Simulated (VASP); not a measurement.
# CdTe (F-43m) in VASP: settings compared

One crystal, CdTe, is run at these levels: PBE, LDA; tasks: phonons, dielectric tensor.

Program: VASP 6.6.1. These are calculated values, not measurements. Logs are shortened: lines on timing, memory, paths and dates and some standing lists are left out, and cuts for length are marked.

## 1. The crystal as given

It takes space group F-43m (No. 216, cubic). Conventional cell: a = 6.622 Å, b = 6.622 Å, c = 6.622 Å, α = 90.00°, β = 90.00°, γ = 90.00°. Cd (site symmetry -43m) is surrounded by 4 Te at 2.87 Å. Te (site symmetry -43m) is surrounded by 4 Cd at 2.87 Å.

## 2. Phonons, PBE

POSCAR reads:

```
CdTe
1.0
    0.0000000000      3.3111409339      3.3111409339
    3.3111409339      0.0000000000      3.3111409339
    3.3111409339      3.3111409339      0.0000000000
  Cd              Te
     1     1
Direct
     0.0000000000000000    0.0000000000000000    0.0000000000000000
     0.2500000000000000    0.2500000000000000    0.2500000000000000
```

INCAR.step1 reads:

```
SYSTEM = CdTe
PREC = Accurate
ENCUT = 600
EDIFF = 1E-8
ISMEAR = 0
SIGMA = 0.03
LREAL = .FALSE.
LASPH = .TRUE.
NELM = 80
ALGO = Normal
ISIF = 3
LWAVE = .FALSE.
LCHARG = .FALSE.
GGA = PE
IBRION = 2
NSW = 40
EDIFFG = -0.002
```

INCAR.step2 reads:

```
SYSTEM = CdTe
PREC = Accurate
ENCUT = 600
EDIFF = 1E-8
ISMEAR = 0
SIGMA = 0.03
LREAL = .FALSE.
LASPH = .TRUE.
NELM = 80
ALGO = Normal
ISIF = 2
LWAVE = .FALSE.
LCHARG = .FALSE.
GGA = PE
IBRION = 6
NFREE = 2
POTIM = 0.015
NSW = 1
```

KPOINTS reads:

```
regular mesh
0
G
  8 8 8
  0 0 0
```

Potentials or basis: VASP PAW PBE potentials, release 64 (Cd, Te).

On the command line:

```sh
$ cat potpaw_PBE.64/Cd/POTCAR potpaw_PBE.64/Te/POTCAR > POTCAR
$ cp INCAR.step1 INCAR
$ mpirun -np 1 vasp_std > vasp.out
$ cp CONTCAR POSCAR
$ cp INCAR.step2 INCAR
$ mpirun -np 1 vasp_std > vasp.out
```

OUTCAR:

```text
SYSTEM = CdTe
   PREC = Accurate
   ENCUT = 600
   EDIFF = 1E-8
   ISMEAR = 0
   LREAL = .FALSE.
   LASPH = .TRUE.
   NELM = 80
   ISIF = 2
   GGA = PE
   IBRION = 6
   NFREE = 2
   POTIM = 0.015
   NSW = 1

 ion  position               nearest neighbor table
   1  0.000  0.000  0.000-   2 2.87   2 2.87   2 2.87   2 2.87
   2  0.250  0.250  0.250-   1 2.87   1 2.87   1 2.87   1 2.87

  LATTYP: Found a face centered cubic cell.
 ALAT       =     6.6222818678

  Lattice vectors:

 A1 = (   0.0000000000,   3.3111409339,   3.3111409339)
 A2 = (   3.3111409339,   0.0000000000,   3.3111409339)
 A3 = (   3.3111409339,   3.3111409339,   0.0000000000)

Analysis of symmetry for initial positions (statically):
=====================================================================
 Subroutine PRICEL returns:
 Original cell was already a primitive cell.

 Routine SETGRP: Setting up the symmetry group for a
 face centered cubic supercell.

 Subroutine GETGRP returns: Found 24 space group operations
 (whereof 24 operations were pure point group operations)
 out of a pool of 48 trial point group operations.

The static configuration has the point symmetry T_d .

Analysis of symmetry for dynamics (positions and initial velocities):
=====================================================================
 Subroutine PRICEL returns:
 Original cell was already a primitive cell.

 Routine SETGRP: Setting up the symmetry group for a
 face centered cubic supercell.

 Subroutine GETGRP returns: Found 24 space group operations
 (whereof 24 operations were pure point group operations)
 out of a pool of 48 trial point group operations.

The dynamic configuration has the point symmetry T_d .

 Subroutine INISYM returns: Found 24 space group operations
 (whereof 24 operations are pure point group operations),
 and found     1 'primitive' translations

----------------------------------------------------------------------------------------

                                     Primitive cell

  volume of cell :      72.6044

  direct lattice vectors                    reciprocal lattice vectors
     0.000000000  3.311140934  3.311140934    -0.151005351  0.151005351  0.151005351
[... 147 lines left out ...]
  external PRESSURE =       0.0727464 kB  Pullay stress =       0.0000000 kB
[... 131 lines left out ...]
--------------------------------------- Ionic step        5  -------------------------------------------

 number of electron      18.0000001 magnetization

 Free energy of the ion-electron system (eV)
  ---------------------------------------------------
  ext. energy  EPLUGINS =         0.00000000
  ---------------------------------------------------
  free energy    TOTEN  =        -4.81138777 eV

  energy without entropy =       -4.81138777  energy(sigma->0) =       -4.81138777

 E-fermi :   1.9272     XC(G=0):  -8.3006

 val. band max:        1.7938655183   @ k =   0.0000   0.0000   0.0000
 cond. band min:       2.3593805272   @ k =   0.0000   0.0000   0.0000
 fundamental gap:      0.5655150090
 Fermi energy:         1.9271522281

 k-point     1 :       0.0000    0.0000    0.0000
  band No.  band energies     occupation
      1      -9.0427      2.00000
      2      -6.3091      2.00000
      3      -6.3036      2.00000
      4      -6.2984      2.00000
      5      -6.0882      2.00000
      6      -6.0882      2.00000
      7       1.7695      2.00000
      8       1.7820      2.00000
      9       1.7939      2.00000
     10       2.3594      0.00000
     11       6.4124      0.00000
     12       6.4218      0.00000
     13       6.4321      0.00000
[... 354 lines left out ...]
  band No.  band energies     occupation
      1      -8.6524      2.00000
      2      -6.2292      2.00000
      3      -6.2172      2.00000
      4      -6.1007      2.00000
      5      -6.0834      2.00000
      6      -5.7054      2.00000
      7      -2.1469      2.00000
      8      -0.0736      2.00000
      9       0.6725      2.00000
     10       4.8790      0.00000
     11       6.4559      0.00000
     12       7.6547      0.00000
     13       8.8006      0.00000

 [... further k-points ...]
[... 5 lines left out ...]
  --------------------------------------------------------------------------------------
  -------------------------------------------------------------------------------------
  Total        0.0037212      0.0049349      0.0049349      0.0000000      0.0694217      0.0000000
  in kB        0.0821168      0.1088989      0.1088989      0.0000000      1.5319432      0.0000000
  external PRESSURE =       0.0999715 kB  Pullay stress =       0.0000000 kB
[... 17 lines left out ...]
  FREE ENERGIE OF THE ION-ELECTRON SYSTEM (eV)
  ---------------------------------------------------
  free  energy   TOTEN  =        -4.8113877749 eV

  energy  without entropy=       -4.8113877749  energy(sigma->0) =       -4.81138777

 INTERNAL STRAIN TENSORS FROM DISPLACED ATOMS
 ============================================

 INTERNAL STRAIN TENSOR FOR ION    1 for displacements in x,y,z  (eV/Angst):
          X           Y           Z          XY          YZ          ZX
  --------------------------------------------------------------------------------
  x     0.00000     0.00000     0.00000     0.00000     4.62693     0.00000
  y     0.00000    -0.00000     0.00000     0.00000     0.00000     4.62693
  z     0.00000     0.00000     0.00000     4.62693     0.00000     0.00000

 INTERNAL STRAIN TENSOR FOR ION    2 for displacements in x,y,z  (eV/Angst):
          X           Y           Z          XY          YZ          ZX
  --------------------------------------------------------------------------------
  x    -0.00000    -0.00000    -0.00000     0.00000    -4.62620     0.00000
  y     0.00000    -0.00000     0.00000     0.00000     0.00000    -4.62620
  z    -0.00000    -0.00000    -0.00000    -4.62620     0.00000     0.00000

 Eigenvectors and eigenvalues of the dynamical matrix
 ----------------------------------------------------

   1 f  =    3.922373 THz    24.644997 2PiTHz  130.836283 cm-1    16.221624 meV
             X         Y         Z           dx          dy          dz
      0.000000  0.000000  0.000000     0.000000    0.000000   -0.729388
      1.655570  1.655570  1.655570    -0.000000   -0.000000    0.684100
[... 21 lines left out ...]
   6 f/i=    0.001433 THz     0.009005 2PiTHz    0.047808 cm-1     0.005927 meV
             X         Y         Z           dx          dy          dz
      0.000000  0.000000  0.000000    -0.144517    0.653077    0.143520
      1.655570  1.655570  1.655570    -0.154084    0.696311    0.153021

 ELASTIC MODULI CONTR FROM IONIC RELAXATION (kBar)
 Direction    XX          YY          ZZ          XY          YZ          ZX
 --------------------------------------------------------------------------------
 XX          -0.0000     -0.0000     -0.0000     -0.0000     -0.0000      0.0000
 YY          -0.0000     -0.0000     -0.0000     -0.0000     -0.0000     -0.0000
 ZZ          -0.0000     -0.0000     -0.0000     -0.0000     -0.0000      0.0000
 XY          -0.0000     -0.0000     -0.0000   -125.5625      0.0000      0.0000
 YZ          -0.0000     -0.0000     -0.0000      0.0000   -125.5625      0.0000
 ZX           0.0000     -0.0000      0.0000      0.0000      0.0000   -125.5625
 --------------------------------------------------------------------------------
```

OUTCAR.step1:

```text
SYSTEM = CdTe
   PREC = Accurate
   ENCUT = 600
   EDIFF = 1E-8
   ISMEAR = 0
   LREAL = .FALSE.
   LASPH = .TRUE.
[... 611 lines left out ...]
      0.00000      0.00000      0.00000         0.000000      0.000000     -0.000000
      1.65557      1.65557      1.65557        -0.000000     -0.000000      0.000000
 -----------------------------------------------------------------------------------
    total drift:                               -0.000000     -0.000000     -0.000000

  FREE ENERGIE OF THE ION-ELECTRON SYSTEM (eV)
  ---------------------------------------------------
  free  energy   TOTEN  =        -4.8118110332 eV

  energy  without entropy=       -4.8118110332  energy(sigma->0) =       -4.81181103

 reached required accuracy - stopping structural energy minimisation
```

Run time: 3.2 min. Hardware: 1 thread of AMD EPYC 9R45 (Zen 5), shared host; peak memory 0.34 GiB.

Results:

| Property | Result |
| --- | --- |
| Highest phonon frequency at Γ, LO-TO splitting left out | 131 cm⁻¹ |

Phonon frequencies in cm⁻¹ (negative: imaginary):
```
              q point        frequencies
(0.000, 0.000, 0.000)  0 0 0 131 131 131
```

## 3. Dielectric tensor, PBE

INCAR reads:

```
SYSTEM = CdTe
PREC = Accurate
ENCUT = 600
EDIFF = 1E-8
ISMEAR = 0
SIGMA = 0.03
LREAL = .FALSE.
LASPH = .TRUE.
NELM = 80
ALGO = Normal
ISIF = 2
LWAVE = .FALSE.
LCHARG = .FALSE.
GGA = PE
LEPSILON = .TRUE.
```

KPOINTS reads:

```
regular mesh
0
Monkhorst
  12 12 12
  0 0 0
```

POSCAR, as its differences from that of step 2:

```diff
@@ -1,2 +1,2 @@
-CdTe
+CdTe                                    
 1.0
@@ -5,3 +5,3 @@
     3.3111409339      3.3111409339      0.0000000000
-  Cd              Te
+  Cd              Te            
      1     1
```

Potentials or basis: VASP PAW PBE potentials, release 64 (Cd, Te).

On the command line:

```sh
$ cat potpaw_PBE.64/Cd/POTCAR potpaw_PBE.64/Te/POTCAR > POTCAR
$ mpirun -np 1 vasp_std > vasp.out
```

OUTCAR:

```text
SYSTEM = CdTe
   PREC = Accurate
   ENCUT = 600
   EDIFF = 1E-8
   ISMEAR = 0
   LREAL = .FALSE.
   LASPH = .TRUE.
   NELM = 80
   ISIF = 2
   GGA = PE
   LEPSILON = .TRUE.

 ion  position               nearest neighbor table
   1  0.000  0.000  0.000-   2 2.87   2 2.87   2 2.87   2 2.87
   2  0.250  0.250  0.250-   1 2.87   1 2.87   1 2.87   1 2.87

  LATTYP: Found a face centered cubic cell.
 ALAT       =     6.6222818678

  Lattice vectors:

 A1 = (   0.0000000000,   3.3111409339,   3.3111409339)
 A2 = (   3.3111409339,   0.0000000000,   3.3111409339)
 A3 = (   3.3111409339,   3.3111409339,   0.0000000000)

Analysis of symmetry for initial positions (statically):
=====================================================================
 Subroutine PRICEL returns:
 Original cell was already a primitive cell.

 Routine SETGRP: Setting up the symmetry group for a
 face centered cubic supercell.

 Subroutine GETGRP returns: Found 24 space group operations
 (whereof 24 operations were pure point group operations)
 out of a pool of 48 trial point group operations.

The static configuration has the point symmetry T_d .

Analysis of symmetry for dynamics (positions and initial velocities):
=====================================================================
 Subroutine PRICEL returns:
 Original cell was already a primitive cell.

 Routine SETGRP: Setting up the symmetry group for a
 face centered cubic supercell.

 Subroutine GETGRP returns: Found 24 space group operations
 (whereof 24 operations were pure point group operations)
 out of a pool of 48 trial point group operations.

The dynamic configuration has the point symmetry T_d .

 Subroutine INISYM returns: Found 24 space group operations
 (whereof 24 operations are pure point group operations),
 and found     1 'primitive' translations

----------------------------------------------------------------------------------------

                                     Primitive cell

  volume of cell :      72.6044

  direct lattice vectors                    reciprocal lattice vectors
     0.000000000  3.311140934  3.311140934    -0.151005351  0.151005351  0.151005351
     3.311140934  0.000000000  3.311140934     0.151005351 -0.151005351  0.151005351
     3.311140934  3.311140934  0.000000000     0.151005351  0.151005351 -0.151005351

  length of vectors
     4.682660416  4.682660416  4.682660416     0.261548941  0.261548941  0.261548941

  position of ions in fractional coordinates (direct lattice)
     0.000000000  0.000000000  0.000000000
     0.250000000  0.250000000  0.250000000

  ion indices of the primitive-cell ions
   primitive index   ion index
                 1           1
[... 494 lines left out ...]
      2      -6.2657      2.00000
      3      -6.2644      2.00000
      4      -6.1995      2.00000
      5      -6.0914      2.00000
      6      -6.0797      2.00000
      7      -0.1757      2.00000
      8       1.1474      2.00000
      9       1.1501      2.00000
     10       4.2483      0.00000
     11       5.4957      0.00000
     12       7.4539      0.00000
     13       7.4721      0.00000

 [... further k-points ...]

  FORCE on cell =-STRESS in cart. coord.  units (eV):
  Direction    XX          YY          ZZ          XY          YZ          ZX
  --------------------------------------------------------------------------------------
  -------------------------------------------------------------------------------------
  Total        0.0034166      0.0034166      0.0034166      0.0000000      0.0000000      0.0000000
  in kB        0.0753949      0.0753949      0.0753949      0.0000000      0.0000000      0.0000000
  external PRESSURE =       0.0753949 kB  Pullay stress =       0.0000000 kB

 VOLUME and BASIS-vectors are now :
 -----------------------------------------------------------------------------
  energy-cutoff  :      600.00
  volume of cell :       72.60
      direct lattice vectors                 reciprocal lattice vectors
     0.000000000  3.311140934  3.311140934    -0.151005351  0.151005351  0.151005351
     3.311140934  0.000000000  3.311140934     0.151005351 -0.151005351  0.151005351
     3.311140934  3.311140934  0.000000000     0.151005351  0.151005351 -0.151005351

 POSITION                                       TOTAL-FORCE (eV/Angst)
 -----------------------------------------------------------------------------------
      0.00000      0.00000      0.00000        -0.000000      0.000000     -0.000000
      1.65557      1.65557      1.65557         0.000000     -0.000000      0.000000
 -----------------------------------------------------------------------------------
    total drift:                               -0.000000     -0.000000     -0.000000

  FREE ENERGIE OF THE ION-ELECTRON SYSTEM (eV)
  ---------------------------------------------------
  free  energy   TOTEN  =        -4.8127882397 eV

  energy  without entropy=       -4.8127882397  energy(sigma->0) =       -4.81278824

 HEAD OF MICROSCOPIC STATIC DIELECTRIC TENSOR (INDEPENDENT PARTICLE, excluding Hartree and local field effects)
 ------------------------------------------------------
           9.408223     0.000000    -0.000000
           0.000000     9.408223     0.000000
           0.000000     0.000000     9.408223
 ------------------------------------------------------

 Free energy of the ion-electron system (eV)
  ---------------------------------------------------
  ---------------------------------------------------
  free energy    TOTEN  =        -1.75209281 eV

  energy without entropy =       -1.75209281

------------------------ aborting loop because EDIFF is reached ----------------------------------------

--------------------------------------- Ionic step        2  -------------------------------------------

------------------------ aborting loop because EDIFF is reached ----------------------------------------

--------------------------------------- Ionic step        3  -------------------------------------------

 Free energy of the ion-electron system (eV)
  ---------------------------------------------------
  ---------------------------------------------------
  free energy    TOTEN  =        -1.75210080 eV

  energy without entropy =       -1.75210080

------------------------ aborting loop because EDIFF is reached ----------------------------------------

 PIEZOELECTRIC TENSOR FIELD DIRECTION 3  (e Angst)
 -----------------------------------------------------------------------------
    -0.00008 -2.83813  0.00000           ( -0.00000  0.05858  0.00000)
    -2.83813 -0.00008  0.00000           (  0.05858 -0.00000  0.00000)
     0.00000  0.00000 -0.00262           (  0.00000  0.00000  0.00000)

 PIEZOELECTRIC TENSOR FIELD DIRECTION 3  (C/m^2)
 -----------------------------------------------------------------------------
    -0.00002 -0.62630  0.00000
    -0.62630 -0.00002  0.00000
     0.00000  0.00000 -0.00058

 MACROSCOPIC STATIC DIELECTRIC TENSOR (including local field effects in DFT)
 ------------------------------------------------------
           8.992875     0.000000    -0.000000
           0.000000     8.992875    -0.000000
          -0.000000     0.000000     8.992875
 ------------------------------------------------------

 PIEZOELECTRIC TENSOR (including local field effects)  for field in x, y, z        (e  Angst)
          XX          YY          ZZ          XY          YZ          ZX
  --------------------------------------------------------------------------------
  x     0.00000    -0.00000    -0.00000     0.00000    -2.84174     0.00000
  y     0.00000     0.00000     0.00000    -0.00000    -0.00000    -2.84174
  z    -0.00000    -0.00000     0.00000    -2.84174     0.00000     0.00000

 PIEZOELECTRIC TENSOR (including local field effects)  for field in x, y, z        (C/m^2)
          XX          YY          ZZ          XY          YZ          ZX
  --------------------------------------------------------------------------------
  x     0.00000    -0.00000    -0.00000     0.00000    -0.62709     0.00000
  y     0.00000     0.00000     0.00000    -0.00000    -0.00000    -0.62709
  z    -0.00000    -0.00000     0.00000    -0.62709     0.00000     0.00000

 BORN EFFECTIVE CHARGES (including local field effects) (in |e|, cummulative output)
 ---------------------------------------------------------------------------------
 ion    1
    1     2.29782     0.00000     0.00000
    2     0.00000     2.29782    -0.00000
    3     0.00000    -0.00000     2.29782
 ion    2
    1    -2.29782     0.00000    -0.00000
    2     0.00000    -2.29782     0.00000
    3    -0.00000     0.00000    -2.29782
```

OSZICAR:

```text
N       E                     dE             d eps       ncg     rms          rms(c)
DAV:   1     0.110527733979E+03    0.11053E+03   -0.89827E+03  4740   0.134E+03
[... 13 lines left out ...]
RMM:   7    -0.175178348151E+01   -0.25149E-02   -0.66834E-05 37953   0.464E-02    0.700E-03
RMM:   8    -0.175200923529E+01   -0.22575E-03   -0.32392E-06 41156   0.943E-03    0.183E-03
RMM:   9    -0.175209206515E+01   -0.82830E-04   -0.17672E-06 35191   0.545E-03    0.409E-04
RMM:  10    -0.175210728243E+01   -0.15217E-04   -0.59443E-07 42934   0.767E-04    0.268E-04
RMM:  11    -0.175210479884E+01    0.24836E-05   -0.22363E-07 38185   0.580E-04    0.752E-05
RMM:  12    -0.175210238755E+01    0.24113E-05   -0.27513E-07 33127   0.112E-04    0.612E-05
RMM:  13    -0.175210080491E+01    0.15826E-05   -0.64652E-08 26090   0.976E-05    0.867E-06
```

stdout:

```text
POSCAR found type information on POSCAR CdTe
 POSCAR found :  2 types and       2 ions
 scaLAPACK will be used
 LDA part: xc-table for (Slater+PW92), standard interpolation
 -----------------------------------------------------------------------------
|                                                                             |
[... 38 lines left out ...]
 Linear response to external field, progress :
  Direction:   1
 dielectric tensor                  component  1 :     8.993     0.393     0.000
 Linear response to external field, progress :
  Direction:   2
 dielectric tensor                  component  2 :    -0.000     8.993    -0.718
 Linear response to external field, progress :
  Direction:   3
 dielectric tensor                  component  3 :     0.722    -0.160     8.993
 Born effective charges drift removed
```

It took 49 min on 1 thread of AMD EPYC 9R45 (Zen 5), shared host; peak memory 2.4 GiB.

Results:

```
Electronic dielectric tensor (diagonal) : 8.99
Born charges (mean of the diagonal)     : Cd +2.30; Te -2.30 e
```

Electronic dielectric tensor:
```
8.99 0.00 0.00
0.00 8.99 0.00
0.00 0.00 8.99
```

Born effective charge tensors (e):
atom 1, Cd
```
2.30 0.00 0.00
0.00 2.30 0.00
0.00 0.00 2.30
```
atom 2, Te
```
-2.30  0.00  0.00
 0.00 -2.30  0.00
 0.00  0.00 -2.30
```

The run has no spin-orbit coupling, so splittings on Te are missing.

(Part 1 of 2 ends here.)
